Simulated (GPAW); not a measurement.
Mg:

```
Mg
1.0
    -1.77276    1.77276    1.77276
     1.77276   -1.77276    1.77276
     1.77276    1.77276   -1.77276
Mg
1
Direct
  0.00000 0.00000 0.00000
```

This isn't the form of Mg at room conditions, which is hcp.

- Program: GPAW 26.7.0
- Task: single point
- Functional: PBE
- Potentials or basis: GPAW PAW data sets (gpaw-data 1.2.1)
- Cutoff: 800 eV
- Basis: pw
- k mesh: 11 × 11 × 11
- Occupations: fermi-dirac, width 0.05 eV
- Spin: no spin polarisation

On this cell: pressure 0.9 GPa; band gap on the k mesh none (metal or under the smearing width).

The same run follows on a disturbed copy (cell strained at random at fixed volume):

```
CELL_PARAMETERS angstrom
-1.76811 1.75773 1.74720
1.76248 -1.78962 1.77345
1.78739 1.80889 -1.77909
ATOMIC_POSITIONS crystal
Mg 0.98579 0.98928 0.97885
```

Question: What does the disturbed cell give?

Answer: The energy (extrapolated to zero smearing) moves by +1.0 meV/atom; pressure 0.9 GPa; band gap on the k mesh none (metal or under the smearing width).

Stress tensor (GPa, compression positive):
```
 0.84 -0.34  0.10
-0.34  0.80  0.60
 0.10  0.60  0.97
```
